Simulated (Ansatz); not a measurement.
## BiTe: clamped-ion strain scan

All numbers below come from DFT r2SCAN, scalar-relativistic, plane waves, PAW in Ansatz. Settings: plane waves to 500 eV, k-mesh 16×16×16 (Γ-centred), Gaussian smearing 0.15 eV. Spin–orbit coupling is left out, which can shift energies with elements as heavy as these. No spin polarisation. Energies are free energies at this smearing, counted from the undisturbed cell; pressure is positive in compression.

Zero of the scan (relaxed at this level; with this scan's settings it stands at 0.1 GPa; it needn't be the usual structure):

```xyz
2
Lattice="0.0000 3.2333 3.2333 3.2333 0.0000 3.2333 3.2333 3.2333 0.0000" Properties=species:S:1:pos:R:3 pbc="T T T"
Bi    0.0000    0.0000    0.0000
Te    3.2333    3.2333    3.2333
```

The cell is strained by ε times the Voigt pattern (0, 0, 0, 0, 0, 1) (xx, yy, zz, yz, xz, xy; engineering shear) with fractional coordinates fixed. The cell is metallic on the mesh throughout.

| ε | ΔE (meV/atom) | stress summed along the pattern (GPa, tension positive) | pressure (GPa) |
| --- | --- | --- | --- |
| -0.0600 | -0.1 | 0.0206 | 0.0 |
| -0.0300 | 0.0 | 0.0091 | 0.1 |
| 0.0000 | 0.0 | 0.0000 | 0.1 |
| 0.0150 | 0.0 | -0.0063 | 0.1 |
| 0.0450 | -0.1 | -0.0121 | 0.0 |

All sampled points lie below the start, which is a maximum along this line.

Cost: 5 runs of about 12 core-minutes in all, on Intel Xeon Processor @ 2.50GHz (Skylake/Cascade Lake) (shared hosts).